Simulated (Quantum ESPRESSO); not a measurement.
# CdO (Monteponite) in Quantum ESPRESSO: convergence with density cutoff

CdO (Monteponite):

```xyz
2
Lattice="0.0000 2.3495 2.3495 2.3495 0.0000 2.3495 2.3495 2.3495 0.0000" Properties=species:S:1:pos:R:3 pbc="T T T"
Cd    0.0000    0.0000    0.0000
O     2.3495    2.3495    2.3495
```

| Item | Value |
| --- | --- |
| Program | Quantum ESPRESSO 7.5 |
| Task | single point |
| Functional | PBEsol |
| Potentials or basis | GBRV 1.5 PBEsol |
| Cutoff | 612 eV |
| Density cutoff | 2449 eV |
| k mesh | 10 × 10 × 10 |
| Occupations | fermi-dirac, width 0.136 eV |
| Spin | no spin polarisation |

These are the settings of the first run; the series varies density cutoff, with any setting tied to it.

Hardware: 1 thread of Arm Neoverse V1, on a shared host.

```tsv
density cutoff	energy less the tightest run, at zero smearing (meV/atom)	SCF cycles	CPU time (s)	peak memory (GiB)
180 Ry	0.06	7	9.8	0.06
225 Ry	0.01	7	10	0.07
270 Ry	0.02	7	11	0.1
315 Ry	-0.03	7	11	0.11
360 Ry	-0.01	7	12	0.13
450 Ry	-0.01	7	13	0.13
540 Ry	0.00	7	14	0.17
720 Ry	0.00	8	19	0.24
```

Against the tightest run, the energy stays within 1 meV/atom from 180 Ry on. The tightest run that finished is the yardstick and may itself not be fully converged.
